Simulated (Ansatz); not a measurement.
PtSe2 (Sudovikovite): single point with PBE

The system is PtSe2 (Sudovikovite).

```xyz
3
Lattice="3.7240 0.0000 0.0000 -1.8620 3.2251 0.0000 0.0000 0.0000 5.0620" Properties=species:S:1:pos:R:3 pbc="T T T"
Pt    0.0000    0.0000    0.0000
Se    1.8620    1.0750    3.7965
Se    0.0000    2.1501    1.2655
```

```json
{"Program": "Ansatz 0.2.0", "Task": "single point", "Functional": "PBE", "Potentials or basis": "all-electron LAPW, scalar-relativistic", "Cutoff": "292 eV (chosen from the basis error)", "Basis error allowed": "0.002 eV/atom", "k mesh": "6 × 6 × 4", "Occupations": "fermi-dirac, width 0.03 eV", "Spin": "no spin polarisation"}
```

| Item | Value |
| --- | --- |
| Pressure | 7.4 GPa |
| Largest force | 0.560 eV/Å |
| Band gap on the k mesh | none (metal or under the smearing width) |

Forces in eV/Å, atoms in the order of the input:
```
Pt   0.000  0.000  0.000
Se   0.000  0.000 -0.560
Se   0.000  0.000  0.560
```

Stress tensor (GPa, compression positive):
```
7.97 0.00 0.00
0.00 7.97 0.00
0.00 0.00 6.14
```

Levels at points of the mesh, in eV from the Fermi level:
```tsv
k point	band 42	band 43	band 44	band 45	band 46	band 47	band 48	band 49
(0.00, 0.00, 0.00)	-2.60	-1.09	-1.09	0.39	1.45	1.45	3.60	4.21
(0.00, 0.00, -0.50)	-2.96	-1.73	-1.52	-1.52	2.30	2.30	4.79	6.34
(0.00, -0.50, 0.00)	-3.57	-3.53	-3.44	-3.00	0.67	2.35	4.78	5.83
(0.00, -0.50, -0.50)	-3.54	-3.25	-2.87	-1.40	0.98	1.53	4.56	4.77
```

It took 9.4 s on 2 threads of Arm Neoverse V2, with other jobs on the host, peak memory 0.4 GiB.

Caveat: the k mesh is thin for a metal, which can move the energy by tens of meV per atom. Spin-orbit coupling is left out, which matters for the levels of Pt.
